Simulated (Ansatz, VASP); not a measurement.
## BN: VASP beside Ansatz

The input INCAR:

```
SYSTEM = BN
PREC = Accurate
ENCUT = 520
EDIFF = 1E-6
ISMEAR = 0
SIGMA = 0.05
LREAL = .False.
LASPH = .True.
NELM = 60
ALGO = Normal
ISIF = 2
LWAVE = .False.
LCHARG = .True.
GGA = PE
LELF = .True.
LVHAR = .True.
NBANDS = 11
```

The input KPOINTS:

```
Automatic mesh
0
Gamma
  12 12 12
  0 0 0
```

POSCAR

```
BN
1.0
   -0.2038943003      1.8758275630      1.8123937807
    1.8123937807     -0.2038943003      1.8123937807
    1.6084994804      1.6719332627      0.0000000000
B N
1 1
Direct
    0.0000000000      0.0000000000      0.0000000000
    0.7500000000      0.7500000000      0.7500000000
```

Input for Ansatz:

```yaml
crystal:
  lattice:
    - [-0.2038943003, 1.875827563, 1.8123937807]
    - [1.8123937807, -0.2038943003, 1.8123937807]
    - [1.6084994804, 1.6719332627, 0.0]
  atoms:
    - { symbol: B, position: [0.0, 0.0, 0.0] }
    - { symbol: "N", position: [0.75, 0.75, 0.75] }
basis:
  ecutwfc: 520.0
kpoints:
  mp_grid: { grid: [12, 12, 12] }
hamiltonian:
  xc: pbe
scf:
  occupations: { method: gaussian, width: 0.05 }
output:
  forces: true
  stress: true
  eigenvalues: true
```

Change from the starting cell: engineering shear strain xz -0.2250, normal strain along z +0.0350.

Alike in both runs: task single point; functional PBE; k mesh 12 × 12 × 12; occupations gaussian, width 0.05 eV; no spin polarisation.

|  | VASP | Ansatz |
| --- | --- | --- |
| version | VASP 6.6.1 | Ansatz 0.2.0 |
| potentials or method | VASP PAW PBE potentials, release 64 (B, N) | scalar-relativistic, plane waves, PAW |
| plane-wave cutoff (eV) | 520 | 520 |
| valence electrons in the cell | 8 | 8 |

```csv
,VASP,Ansatz,Ansatz less VASP
gap on the k mesh at the Fermi level (eV),1.97,1.98,+0.008
least direct gap on the mesh (eV),4.53,4.53,-0.004
pressure (GPa),9.4,9.1,-0.23
largest component of the traceless stress (GPa),92.76,92.28,-0.479
rms of the force components (eV/Å),0.101,0.085,-0.0162
```

Atom by atom the forces differ by 0.016 eV/Å (rms over components). The functional is the same, so the differences come from potentials, cutoffs and numerics.

A k mesh can miss the band edges.
